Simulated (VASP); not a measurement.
Wanted: the native input for a VASP 6.6.1 run.

```
Task                   : single point
Functional             : PBE
Potentials or basis    : VASP PAW PBE potentials, release 64 (Cu)
Cutoff                 : 520 eV
k mesh                 : 13 × 13 × 7
Occupations            : gaussian, width 0.1639 eV
Spin                   : no spin polarisation
Dipole correction      : no
Further INCAR settings : ALGO = Normal; EDIFF = 1e-06; NBANDS = 18
```

The structure of Cu lies in POSCAR:

```
Cu
1.0
    2.5569233686     -0.0000002445      0.0000000000
   -1.2784614725      2.2143607150      0.0000000000
    0.0000000000      0.0000000000      4.2241645083
Cu
2
Direct
    0.3333333333      0.6666666667      0.2500000000
    0.6666666667      0.3333333333      0.7500000000
```

The cell was built by a generator and needn't be a form met in nature.

One way to write it, as run:

INCAR

```
ALGO = Normal
EDIFF = 1E-6
ENCUT = 520
GGA = PE
ISIF = 2
ISMEAR = 0
LASPH = T
LCHARG = T
LELF = T
LREAL = F
LVHAR = T
LWAVE = F
NBANDS = 18
NELM = 80
PREC = Accurate
SIGMA = 0.1639
```

KPOINTS

```
k-points
0
Gamma
  13 13 7
```

Potentials or basis: VASP PAW PBE potentials, release 64 (Cu).

Run with:

```sh
$ cat potpaw_PBE.64/Cu/POTCAR > POTCAR
$ mpirun -np 1 vasp_std > vasp.out
```

Results of the run:

- Pressure: 0.8 GPa
- Band gap on the k mesh: none (metal or under the smearing width)

It took 17 s on 1 thread of Intel(R) Xeon(R) 6975P-C (Granite Rapids), on a shared host, peak memory 0.14 GiB.
